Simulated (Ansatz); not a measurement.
Runs of Ansatz 0.2.0 on Ir. The structure is cubic, space group Fm-3m (No. 225). The conventional cell has a = 3.831 Å, b = 3.831 Å, c = 3.831 Å, α = 90.00°, β = 90.00°, γ = 90.00°. Ir (site symmetry m-3m) has 12 Ir at 2.71 Å as nearest neighbours. 

```csv
task,level,cell,cutoff (eV),points for each segment of the path,gap on the mesh (eV),pressure (GPa),relaxed volume (Å³/atom)
band structure,HSE06,as given,420,4,none,(a),-
relaxation of cell and atoms,HSE06,relaxed,420,-,none,0.0,14.00
single point,r2SCANh,as given,500,-,none,(b),-
relaxation of cell and atoms,HSEsol,relaxed,420,-,none,0.0,13.76
single point,PBEsol0,as given,420,-,none,-9.6,-
```

Alike in all rows: potentials or basis Ansatz PAW; no spin polarisation; k mesh 6 × 6 × 6; smearing fermi-dirac 0.05 eV; the mesh is coarse, so values aren't converged.

Task: Fill in the values left out.

Result: (a) -1.7; (b) 0.3.

Caveats: all runs use coarse meshes; the PAW data sets come from PBE, with cores solved anew for the run's functional, which leaves a small shift of forces and pressure; the thresholds are loose for stress (some runs); the plane-wave basis is chosen anew once the cell has moved, so the energies of steps on either side of that aren't comparable (some runs); spin-orbit coupling is left out, which moves the levels of the heavy elements (some runs).

A k mesh can miss the band edges, and the runs leave out spin-orbit coupling on Ir.

A gap of «none» marks a metal or a gap under the smearing width.
